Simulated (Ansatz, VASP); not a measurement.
One calculation of BaS, two programs

File INCAR:

```
PREC     = Accurate       # precision mode
ENCUT    = 520            # plane-wave cutoff, eV
EDIFF    = 1E-6           # SCF threshold, eV
ISMEAR   = 0              # smearing method
SIGMA    = 0.02           # smearing width, eV
LREAL    = False          # projectors in reciprocal space
LASPH    = True           # aspherical terms in the spheres
NELM     = 80             # most SCF steps
ALGO     = Normal         # electronic algorithm
ISIF     = 2              # what is computed and relaxed
LWAVE    = False          # write WAVECAR
LCHARG   = False          # write CHGCAR
GGA      = PS             # functional
NBANDS   = 15             # bands
```

KPOINTS

```
regular mesh
0
Gamma
  8 8 8
```

File POSCAR:

```
BaS
1.0
    0.0000000000      3.2078039663      3.2078039663
    3.2078039663      0.0000000000      3.2078039663
    3.2078039663      3.2078039663      0.0000000000
Ba S
1 1
Direct
    0.0000000000      0.0000000000      0.0000000000
    0.5000000000      0.5000000000      0.5000000000
```

Input for Ansatz:

```yaml
crystal:
  lattice:
    - [0.0, 3.2078039663, 3.2078039663]
    - [3.2078039663, 0.0, 3.2078039663]
    - [3.2078039663, 3.2078039663, 0.0]
  atoms:
    - { symbol: Ba, position: [0.0, 0.0, 0.0] }
    - { symbol: S, position: [0.5, 0.5, 0.5] }
basis:
  ecutwfc: 420
kpoints:
  mp_grid: { grid: [8, 8, 8] }
hamiltonian:
  xc: pbesol
scf:
  occupations: { method: gaussian, width: 0.02 }
output:
  forces: true
  stress: true
  eigenvalues: true
  populations: true
  write_density: true
  write_potential: true
  elf: true
  volumetric_format: npy
```

Alike in both runs: task single point; functional PBEsol; k mesh 8 × 8 × 8; occupations gaussian, width 0.02 eV; no spin polarisation.

```csv
,VASP,Ansatz
version,VASP 6.6.1,Ansatz 0.2.0
potentials or method,"VASP PAW PBE potentials, release 64 (Ba_sv, S)","scalar-relativistic, plane waves, PAW"
plane-wave cutoff (eV),520,420
valence electrons in the cell,16,16
```

|  | VASP | Ansatz | Ansatz less VASP |
| --- | --- | --- | --- |
| gap on the k mesh at the Fermi level (eV) | 2.01 | 2.10 | +0.096 |
| least direct gap on the mesh (eV) | 2.15 | 2.22 | +0.065 |
| pressure (GPa) | -1.1 | -1.7 | -0.59 |

Caveats: the PAW data sets were made with another functional, which shifts forces and pressure a little (VASP); spin-orbit coupling is left out, which moves the levels of the heavy elements. A k mesh can miss the band edges.
